How strongly can a crystal made only of carbon and oxygen absorb infrared light, and can the answer be found with a pencil? Light drives a vibration when the moving atoms make an oscillating dipole. The strength of an absorption line therefore depends on two things: how much dipole the atoms make when they move, and how much mass has to move with them. For all the lines together, both can be estimated without knowing the springs between the atoms, once a value for the charge has been borrowed from a calculation.

Zone-centre optical modes of crystalline CO2 (space group I-42d, 6 atoms per primitive cell, conventional a = 3.919, c = 5.935 Å), relaxed with PBEsol. Linear response in Ansatz 0.2.0 with plane waves, PBEsol, PAW datasets, a 420 eV cutoff and an 8×8×8 k mesh. Frequencies omit the longitudinal term; intensities are summed over each degenerate level.

| row | phonon frequency (cm⁻¹) | phonon degeneracy | phonon infrared intensity ((debye/Å)²/amu) |
| --- | --- | --- | --- |
| 1 | 344.9 | 2 | 0.5 |
| 2 | 533.4 | 1 | 0 |
| 3 | 642.7 | 1 | 0 |
| 4 | 684.5 | 1 | 14 |
| 5 | 786.3 | 1 | 0 |
| 6 | 847.9 | 2 | 32.7 |
| 7 | 878.6 | 2 | 56.4 |
| 8 | 898.4 | 1 | 31.6 |
| 9 | 1059.4 | 2 | 12.2 |
| 10 | 1076.8 | 1 | 0 |
| 11 | 1091.6 | 1 | 0 |

This crystal is not a collection of CO2 molecules. Each carbon atom is bonded to four oxygen atoms and each oxygen atom to two carbon atoms, so the solid is a network, and the familiar bending and stretching lines of the gas are no guide to it. The infrared intensity in the table measures how strongly a vibration couples to light. It governs the area of an absorption line, not the height of its peak. Where two vibrations have the same frequency, as a degeneracy of 2 indicates, their intensities have been added.

The first step is to find out which vibrations can absorb at all. Five of the eleven levels have zero intensity, and the cause is symmetry, not a lack of charge on the atoms. A simple example is the motion in which every oxygen atom moves straight outwards from the line that joins its two carbon neighbours. For each oxygen atom that moves one way, another moves the opposite way, and their dipoles cancel exactly.

The vibrations that do absorb can be counted by listing the motions that are able to make a dipole in a chosen direction. Along the long axis of the cell, $z$, there are three: the carbon atoms move together along $z$, the oxygen atoms move together along $z$, or the oxygen atoms move sideways in a pattern that the symmetry ties to $z$. One combination of these is a shift of the whole crystal, which stretches no bond, so two vibrations remain. The same counting gives four for each of the two directions across the axis. These are the two active single levels, rows 4 and 8, and the four double levels.

The second step is to find the total strength that these vibrations share. Imagine that all carbon atoms move one way and all oxygen atoms the other, each group as a rigid body, with the centre of mass at rest. The cell holds two carbon and four oxygen atoms. If each carbon atom carries an effective charge $Z$, in units of the elementary charge $e$, the relative motion of the two groups makes a dipole of $2Ze$ per unit of displacement. The inertia of this motion is the reduced mass of the two groups, so the strength in one direction is

$$S = e^2\,(2Z)^2\left(\frac{1}{2m_\mathrm{C}}+\frac{1}{4m_\mathrm{O}}\right),$$

where $m_\mathrm{C}$ and $m_\mathrm{O}$ are the atomic masses.

The rigid motion is generally not one of the crystal's own vibrations, because the springs mix it with other motions. The formula is useful all the same, for a reason that resembles the theorem of Pythagoras. The true vibrations are like perpendicular axes, and the dipole is like an arrow drawn among them. The springs turn the axes, which changes the component of the arrow along each one, but the sum of the squared components stays the same. Stiffness thus affects how the absorption is divided and at which frequencies it appears, but charges and masses alone fix its total. If all atoms of an element carry one charge that is the same in every direction, the arrow lies exactly along the rigid motion, and the formula gives the whole of this total.

The charge in this formula needs care. It is the Born charge, which measures how the dipole changes when an atom moves, and it differs from the charge that a chemist assigns by counting electrons. If both electrons of every bond are counted as oxygen's, carbon has an ionic charge of +4, but the calculated Born charge is only about 2.9. Covalent bonding does not always lower the Born charge in this way, because electrons that shift as an atom moves can also raise it. Since the charge enters squared, the ionic value would give a total of about 85 (debye/Å)²/amu per direction, nearly twice the computed total along $z$. For a similar network, a sensible value of $Z$ is worth more than any refinement of the masses.

With $Z = 2.9$, masses of 12 and 16 atomic mass units, and $e = 4.803$ debye/Å, the total for one direction is

$$S = 4.803^2\times(5.8)^2\times\left(\frac{1}{24}+\frac{1}{64}\right)\approx 44.5\ \text{(debye/Å)}^2/\text{amu}.$$

The carbon term in the bracket is the larger one, because the carbon group is lighter than the oxygen group. A heavier atom in the place of carbon would lower the total if the charge stayed the same, but never below the part that the oxygen atoms supply.

The third step turns a total into an estimate for a single line. If $N$ vibrations share the strength of one direction, the strongest of them must have at least the equal share, $S/N$, and at most the whole of $S$. The rule of thumb takes the middle of this range,

$$I_\text{strongest}=\frac{S}{2}\left(1+\frac{1}{N}\right),$$

and divides the remainder equally among the other lines. For a double level the result is multiplied by two. The two ends of the range follow from the counting, but the choice of the middle is a convention with no theory of the motion behind it.

Take row 8, the stronger of the two lines along $z$. With $N=2$, the range runs from 22.2 to 44.5, and its middle is 33.3. The calculation gives 31.6, so the estimate is about 6 % too high.

Row 7 is the strongest of the double levels. Four vibrations share each direction across the axis, so the range for one direction runs from 11.1 to 44.5, with its middle at 27.8. Two directions together make 55.6, and the calculation gives 56.4. No constant was fitted to these two intensities, but the rule was written with the table known and its charge is a rounded result of the same calculation, so the agreement is not a prediction.

The two examples also correct a first impression of the table. Row 7 has the largest intensity, but it counts two vibrations, each with a strength of 28.2. The single vibration of row 8 is a little stronger than either of them. A comparison of lines as sources of absorption for light polarised in one direction should therefore be made per vibration, after division by the degeneracy.

The close agreement for row 7 should not be taken as the accuracy of the rule, because two errors offset each other there. The rule puts the total for the two directions across the axis about 13 % too low. It then gives the strongest level 62.5 % of that total, the middle between a quarter and the whole, whereas the level really has 55 %. A total that is too small and a share that is too large combine to give nearly the right answer.

The low total has an instructive origin: one number cannot describe the charge of an oxygen atom in this network. When the atom moves along the line between its two carbon neighbours, one bond shortens and the other lengthens. In the usual picture, electrons then shift from one bond towards the other and add to the dipole. When it moves at right angles to that line, the two bonds change alike and this shift is absent. The calculated charges fit this picture: the oxygen charge is about −0.9 for motion along the atom's symmetry axis, but about −2.5 for motion close to the line between the carbon atoms.

Such unevenness adds strength, because strength depends on the square of the charge. Two unequal charges have a larger sum of squares than two equal ones with the same average, so a rule that uses the average comes out low. Sideways contributions to the dipole from the carbon atoms add a smaller amount. When all the direction-dependent charges are put into the sum, the totals of the table are recovered, as they must be, since the intensities are built from the same charges. Along $z$ the simple rule is only 2.5 % low, helped by a rounded carbon charge that is slightly too large for that direction.

For the lines that are not the strongest in their direction the rule is much less reliable: rows 4 and 9 come out fairly close, but rows 1 and 6 do not. Over the six active levels its typical error, taken as the root mean square, is about 10 (debye/Å)²/amu, while the average active level has an intensity of about 25. Simply dividing each total equally gives a typical error of about 18. Part of that improvement comes from extra information, because the rule has to be told which line in each direction is the strongest.

The worst case is row 6, where the rule gives 11.1 and the calculation 32.7. The rule allows for one strong level across the axis, but here there are two, rows 6 and 7, only about 31 cm⁻¹ apart. A plausible explanation is that two motions of nearly equal frequency mix easily, so that a strongly polar one lends part of its dipole to its neighbour. To test this idea, one would have to follow the movement of the atoms in both levels.

Row 1 fails in the opposite direction. Symmetry allows it to absorb, and the rule gives it the same 11.1, yet its computed intensity is only 0.5. Its moving atoms therefore make only a small net dipole. They may move mainly in directions where the oxygen charge is low, their dipoles may partly cancel, or both; the table cannot tell which. Counting can tell which lines may appear, but it cannot tell that an allowed line will be too weak to notice.

The rule gives strengths and leaves the frequencies to the springs. In the table, rows 6, 7 and 8 lie between about 848 and 898 cm⁻¹ and together hold roughly four fifths of the whole intensity. These positions belong to a crystal relaxed in the calculation, whereas this form of CO2 is made under high pressure and usually measured there, with the bonds squeezed and the lines shifted. They are also transverse frequencies, without the extra electric restoring force that raises the longitudinal partners of the polar vibrations. The pencil estimate is therefore best used for the total strength in each direction, with the strongest line as a rougher second result. The rule has been tried here on one crystal only, with that crystal's own calculated charge; another network needs its own value of $Z$, and the errors found here need not carry over.
